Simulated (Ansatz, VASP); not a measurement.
# AlH3 (AlH3 (R-3c)): VASP beside Ansatz, part 2 of 2

Wanted: the spread between two codes on one cell, functional and k mesh. The cell is taken from a series of runs on this material, whose earlier steps may have relaxed, scaled, displaced or heated it; both programs get it as it stands.

VASP 6.6.1 and Ansatz 0.2.0.

So far: The structure; VASP: relaxation of cell and atoms, r2SCAN.

## 3. Ansatz: relaxation of cell and atoms, r2SCAN

Level of this step: Ansatz beside VASP: Kohn-Sham DFT, plane waves, r2SCAN (Ansatz).

Ansatz runs on its default PAW (the set named soft_2) files.

The same cell, functional and mesh now go to Ansatz.

The input, input.yaml:

```yaml
crystal:
  lattice:
    - [2.2037024, 1.2723082, 3.9035311]
    - [-2.2037024, 1.2723082, 3.9035311]
    - [0.0, -2.5446163, 3.9035311]
  atoms:
    - { symbol: Al, position: [0.5, 0.5, 0.5] }
    - { symbol: Al, position: [0.0, 0.0, 0.0] }
    - { symbol: H, position: [0.38261977, 0.75, 0.11738023] }
    - { symbol: H, position: [0.75, 0.11738023, 0.38261977] }
    - { symbol: H, position: [0.88261977, 0.61738023, 0.25] }
    - { symbol: H, position: [0.25, 0.88261977, 0.61738023] }
    - { symbol: H, position: [0.61738023, 0.25, 0.88261977] }
    - { symbol: H, position: [0.11738023, 0.38261977, 0.75] }
basis:
  ecutwfc: 500
  xc_grid: 2
hamiltonian:
  xc: r2scan
kpoints:
  mp_grid: { grid: [8, 8, 8] }
scf:
  occupations: { method: fixed }
  max_iter: 100
relax:
  f_tol: 0.005
  max_steps: 60
  cell: {}
output:
  forces: true
  stress: true
checkpoint:
  write: "../cell.run"
  compress: false
  write_wavefunctions: false
  write_every: 100000
```

Run with:

```bash
$ ansatz run input.yaml --threads 2 --pin off --max-ram 3768MiB --backend cpu --events-out ev --progress --plain --runs-dir out
```

Numbers of over 12 decimals in the logs are rounded to 6 here.

Log:

```text
Engine: ansatz 0.2.0, aarch64-unknown-linux-gnu
Pseudopotentials: kind: paw
Pseudopotential: Al, paw, valence charge 3, recommended cutoff 500 eV (meta_gga), Al.paw.azcp
Pseudopotential: H, paw, valence charge 1, recommended cutoff 500 eV (meta_gga), H.paw.azcp
Functional definition: r2SCAN
  parameter k0 = 0.174
  parameter k1 = 0.065
  parameter a1 = 4.9479
  exchange = r2scan_x(k0 = k0, k1 = k1, a1 = a1)
  correlation = r2scan_c
Crystal: 8 atoms, lattice volume = 65.668 Å³
Basis set: ecut = 500 eV, 1647 PW (Γ), exchange–correlation on 72×72×72 points (8 copies of the dense FFT grid, shifted against one another)
Bands: 14, of which v1, the nominal top of the filled ones, is band 6 counted from 1 (5 counted from 0)
Symmetry: 12 space group operations
Space group: R-3c (ITA 167), of the structure as read, at distance tolerance 4.0e-5 Å
k-points: 65 of 512
Non-local potential: Al, projectors of the file, l = 0: 2, l = 1: 2, l = 2: 1
Non-local potential: H, projectors of the file, l = 0: 2, l = 1: 1
PAW form: soft (Blöchl's): semilocal exchange-correlation on the pseudo side does not see the compensation charge
PAW frozen core: Al, regenerated for the run's functional (the file was generated under x = pbe(κ = 0.804, μ = 0.219515), c = pbe(β = 0.066725))
PAW one-centre angular grid: Al, 302 points (default); XC on 160 Gauss nodes
PAW one-centre angular grid: H, 302 points (default); XC on 160 Gauss nodes
Initial density: superposition of atomic densities (neutral atoms: chi_scale 0, normalization atom), corrected by the library's trained network
Initial wavefunctions: pseudopotential atomic-orbital guess
Functional: x = r2scan, c = r2scan; τ floored in thin density (d = 2e-4 eV/Å³)
SCF iter   1: F=—  HF=-1177.009122 eV  |F-HF|=—  |Δ(HF+E_count)|=         —  Δρ=4.14e-3  dr2=1.08e-2  dr2_τ=3.30e-2  ethr=1.77e-3  ⟨swp⟩=4.9  Hψ=4771  notcnv=0  defer=341
preconditioner: auto → none  [insulator: Δε(μ)=3.000 eV  Ē_g=12.157 eV  n_scr=14 (ndim 8)  ℏωp=15.9 eV  f_vac=0.000  ε∞_Penn≈2.7]
SCF iter   2: F=—  HF=-1177.042368 eV  |F-HF|=—  |Δ(HF+E_count)|=   3.32e-2  Δρ=3.43e-3  dr2=6.77e-3  dr2_τ=6.28e-5  ethr=9.02e-5  ⟨swp⟩=2.1  Hψ=1991  notcnv=0  defer=359
SCF iter   3: F=—  HF=-1177.042093 eV  |F-HF|=—  |Δ(HF+E_count)|=   2.75e-4  Δρ=1.94e-3  dr2=1.94e-3  dr2_τ=4.16e-5  ethr=5.64e-5  ⟨swp⟩=2.0  Hψ=1282  notcnv=0  defer=322
automatic band count: iteration 3 solves 13 bands in place of 14: the levels show a gap, and the empty bands left out lie too high to hold charge; the band table lists the bands solved (type scf.n_extra_bands for more)
SCF iter   4: F=—  HF=-1177.042650 eV  |F-HF|=—  |Δ(HF+E_count)|=   5.57e-4  Δρ=6.99e-4  dr2=2.41e-4  dr2_τ=3.73e-6  ethr=1.61e-5  ⟨swp⟩=3.0  Hψ=1280  notcnv=0  defer=324
SCF iter   5: F=—  HF=-1177.042641 eV  |F-HF|=—  |Δ(HF+E_count)|=   8.87e-6  Δρ=4.53e-5  dr2=1.16e-6  dr2_τ=3.94e-8  ethr=2.01e-6  ⟨swp⟩=3.0  Hψ=1259  notcnv=0  defer=171
SCF iter   6: F=—  HF=-1177.042642 eV  |F-HF|=—  |Δ(HF+E_count)|=   3.43e-7  Δρ=1.76e-5  dr2=1.50e-7  dr2_τ=2.06e-9  ethr=9.65e-9  ⟨swp⟩=2.0  Hψ=1138  notcnv=0  defer=86
SCF iter   7: F=-1177.042642 eV  HF=-1177.042642 eV  |F-HF|=2.78e-10  |Δ(HF+E_count)|=   1.53e-7  Δρ=3.77e-6  dr2=6.62e-9  dr2_τ=1.82e-10  ethr=8.33e-10  ⟨swp⟩=4.0  Hψ=2250  notcnv=0
SCF 1 converged in 7 iterations: F = -1177.042642 eV  dr2 = 6.62e-9
  greatest PAW one-centre occupation: 0.382 electrons in one spin orbital (limit 2), on the Al atom at site 0 (counted from 0), in its partial waves of l = 0
relax step   1: F+E_penalty+E_count = -1177.04264184 eV  Δ(F+E_penalty+E_count) = +0.000e0 eV  max|allowed force component| = 1.486e-2 eV/Å  Δτ_max = 0.0000 Å  P = +0.421 GPa  Ω = 65.668 Å³  (7 SCF iters, dr2 threshold 1.00e-7 eV, accepted)
[...]
relax step   3: F+E_penalty+E_count = -1177.04468279 eV  Δ(F+E_penalty+E_count) = -3.016e-4 eV  max|allowed force component| = 4.619e-3 eV/Å  Δτ_max = 0.0055 Å  P = -0.061 GPa  Ω = 66.670 Å³  energy of the carried Pulay correction = -2.305e-4 eV  (4 SCF iters, dr2 threshold 1.19e-7 eV, accepted)
[...]
relax step   4: F+E_penalty+E_count = -1177.04461527 eV  Δ(F+E_penalty+E_count) = +6.752e-5 eV  max|allowed force component| = 9.318e-3 eV/Å  Δτ_max = 0.0067 Å  P = +0.199 GPa  Ω = 66.650 Å³  energy of the carried Pulay correction = -2.260e-4 eV  (5 SCF iters, dr2 threshold 3.01e-8 eV, rejected (line search))
[...]
relax step   5: F+E_penalty+E_count = -1177.04473054 eV  Δ(F+E_penalty+E_count) = -4.774e-5 eV  max|allowed force component| = 4.040e-4 eV/Å  Δτ_max = 0.0032 Å  P = +0.002 GPa  Ω = 66.715 Å³  energy of the carried Pulay correction = -2.409e-4 eV  (5 SCF iters, accepted)
[...]
relax step   6: F+E_penalty+E_count = -1177.04498137 eV  Δ(F+E_penalty+E_count) = -2.508e-4 eV  max|allowed force component| = 3.912e-4 eV/Å  Δτ_max = 0.0000 Å  P = +0.006 GPa  Ω = 66.715 Å³  stress off target by 9.98e-3 GPa  SCF on the basis re-selected at this cell (its energy is not comparable with the rows above)  (4 SCF iters)
basis re-selected at this cell: Δ(F+E_penalty+E_count) = -2.508e-4 eV, ΔP = +0.004 GPa vs the last step (what re-selecting the basis moved, of the pressure what is left beyond the Pulay correction that the steps carried, after the strain that the cell walked since its last selection, with what the two solves' SCF thresholds leave and, on support functions, any second-order correction that the steps lacked; it is no m [...]
SCF converged after 4 iterations
Free energy (F): -1177.044981 eV
Harris-Foulkes:  -1177.044981 eV  (|F-HF|=1.05e-10)
Internal energy: -1177.044981 eV  (E = F + TS)
E sigma→0 (E₀):  -1177.044981 eV
Fermi energy:    0.845641 eV
--- Per-component energies (eV) ---
  E_band       = -28.649631
  E_kinetic    = 135.628648
  E_local      = -95.169316  (includes V_loc(G=0)·N_el)
  E_nonlocal   = 27.268571
  E_hartree    = 25.018398
  E_xc         = -130.436097
  E_vxc        = -141.069861  (∫ρ·V_xc dr)
  E_paw        = -949.497603  (= ΣΔE_a)
  E_vpaw       = -11.142310  (= ΣTr[D̂ρ^β])
  E_aug_tail   = -0.002763  (compensation charges beyond the density's cutoff)
  E_vtau       = 5.800592  (kinetic-family band-sum trace: ∫τ·v_τ [+ j·A + Jᵃ·Aᵃ] dr)
  E_ewald      = -189.734604
  E_core_change = -0.120216  (= ΣΔE_core)
  E_smearing   = -0.000000  (= −TS)
  E_closure    = 0.000000  (closes the sum)
  Σ components = -1177.044981   (vs F -1177.044981, Δ=0.00e0)
--- Forces (eV/Å), atoms counted from 1 ---
  atom   1  Al    -0.00000000     0.00000000     0.00000000
  atom   2  Al     0.00000000    -0.00000000     0.00000000
  atom   3  H     -0.00019562    -0.00033882     0.00000000
  atom   4  H     -0.00019562     0.00033882    -0.00000000
  atom   5  H     -0.00039124     0.00000000    -0.00000000
  atom   6  H      0.00019562    -0.00033882     0.00000000
  atom   7  H      0.00019562     0.00033882    -0.00000000
  atom   8  H      0.00039124     0.00000000     0.00000000
  max |Σ_I F_I| component: 4.88e-19 eV/Å
--- Stress (GPa, compression-positive) ---
        0.009976      -0.000000      -0.000000
       -0.000000       0.009976      -0.000000
       -0.000000      -0.000000      -0.001792
  P = ⅓ Tr σ = 0.0061 GPa (0.061 kbar)
--- Relaxed structure (5 steps of the walk, 4 accepted, 1 SCFs on fresh bases) ---
  F+E_penalty+E_count = -1177.04498137 eV   max|allowed force component| = 3.912e-4 eV/Å   (the final SCF, on the basis selected at the relaxed cell)
  cell:  # Å, volume = 66.7154 Å³
    - [2.216414, 1.279647, 3.920431]
    - [-2.216414, 1.279647, 3.920431]
    - [0, -2.559294, 3.920431]
  atoms:
    - { symbol: Al, position: [0.5, 0.5, 0.5] }
    - { symbol: Al, position: [0, 0, 0] }
    - { symbol: H, position: [0.377328, 0.75, 0.122672] }
    - { symbol: H, position: [0.750000, 0.122672, 0.377328] }
    - { symbol: H, position: [0.877328, 0.622672, 0.250000] }
    - { symbol: H, position: [0.25, 0.877328, 0.622672] }
    - { symbol: H, position: [0.622672, 0.250000, 0.877328] }
    - { symbol: H, position: [0.122672, 0.377328, 0.75] }
```

Reading the cycles: dr2 is the Hartree energy of the density residual (eV), the measure of convergence; HF is the Harris–Foulkes estimate of the energy, which meets the free energy F at convergence.

## 4. Side by side

Known differences besides the potentials themselves: VASP keeps PBE cores, Ansatz makes them for the functional; fixed occupations in Ansatz, narrow Gaussian smearing in VASP; the cutoff is 500 eV in Ansatz and 550 eV in VASP; Ansatz adds a Pulay correction to the stress that steers its cell, VASP none. Total energies have different zeros and are not compared.

Both answers:

| quantity | Ansatz | VASP | difference |
| --- | --- | --- | --- |
| volume (Å³) | 66.72 | 66.26 | +0.69 % |
| edge a after relaxation, in the typed setting (Å) | 4.682 | 4.673 | +0.20 % |

## 5. Results

```
difference in volume (relaxation of cell and atoms, r2SCAN) : 0.69 %
```

The difference in volume is 0.69 % (relaxation of cell and atoms, r2SCAN), within the 1.2 % picked in this series as the mark of a large difference, as far as the stopping tolerances let one tell. Such differences can come from data sets, numerical settings and the points named under the comparisons, not from the functional's error against experiment.

[Lines on the potential files, build, host, timing and source positions are cut from VASP's logs without a mark.]

[Logs are printed without paths, hosts, clocks, repeated set-up lines and the standing remarks that a program may print on its own settings, such as how far it seeks lower states.]

[Hosts, paths, dates, database ids (printed as entryN), source tags and the programs' standing remarks are cut or masked in the printed files.]
